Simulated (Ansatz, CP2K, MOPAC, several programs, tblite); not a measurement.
Energy against volume for NaI built on the CsCl prototype, at fixed shape and fractional coordinates, computed by several methods (PBE and r2SCAN, where shown, with plane waves in Ansatz); the cell shown is that of r2SCAN. Space group Pm-3m (No. 221), cubic; conventional cell a = 4.041 Å, 32.98 Å³ an atom. Around Na lie 8 I at 3.50 Å; around I lie 8 Na at 3.50 Å. Simulation only: spin-unpolarised, and no claim that this is the phase found in nature. Energies count from each curve's lowest point; fits are third-order Birch-Murnaghan.

```cif
data_structure
_symmetry_space_group_name_H-M 'Pm-3m'
_symmetry_Int_Tables_number 221
_cell_length_a 4.0405
_cell_length_b 4.0405
_cell_length_c 4.0405
_cell_angle_alpha 90.000
_cell_angle_beta 90.000
_cell_angle_gamma 90.000
_cell_volume 65.97
loop_
_atom_site_label
_atom_site_type_symbol
_atom_site_symmetry_multiplicity
_atom_site_Wyckoff_symbol
_atom_site_fract_x
_atom_site_fract_y
_atom_site_fract_z
_atom_site_occupancy
Na1 Na 1 a 0.00000 0.00000 0.00000 1
I1 I 1 b 0.50000 0.50000 0.50000 1
```

Problem. r2SCAN, on the shape of its own relaxed cell, gives
```csv
V (Å³/atom),E (meV/atom)
31.004,7.49
31.993,1.76
32.983,0.00
33.972,1.56
34.962,5.90
```
What equilibrium volume and bulk modulus follow?

Solution. V₀ = 32.98 Å³ an atom and B₀ = 18 GPa.

PM7 (MOPAC), on the shape of the cell shown, as a cluster of 54 atoms at the zone centre:
```csv
V (Å³/atom),E (meV/atom)
29.025,8.17
31.004,0.00
32.983,28.10
34.962,88.62
36.941,169.38
```
The points scatter about a smooth fit, a numerical artefact, so no fit is quoted.

GFN2-xTB (tblite), on the shape of the cell shown, as a cluster of 54 atoms at the zone centre:
```csv
V (Å³/atom),E (meV/atom)
29.025,187.39
31.004,111.30
32.983,57.76
34.962,22.08
36.941,0.00
```
The lowest point is an end point, so the minimum isn't bracketed.

PBE/DZVP (CP2K), on the shape of the cell shown:
```csv
V (Å³/atom),E (meV/atom)
29.025,45.22
31.004,11.10
32.983,0.00
34.962,0.60
36.941,11.59
```
The points scatter about a smooth fit, a numerical artefact, so no fit is quoted.

Problem. GFN1-xTB (tblite), on the shape of the cell shown, as a cluster of 54 atoms at the zone centre, gives
```
V (Å³/atom)  E (meV/atom)
     29.025         60.87
     31.004         15.32
     32.983          0.00
     34.962          5.76
     36.941         25.94
```
What equilibrium volume and bulk modulus follow?

Solution. V₀ = 33.33 Å³ an atom and B₀ = 27 GPa.
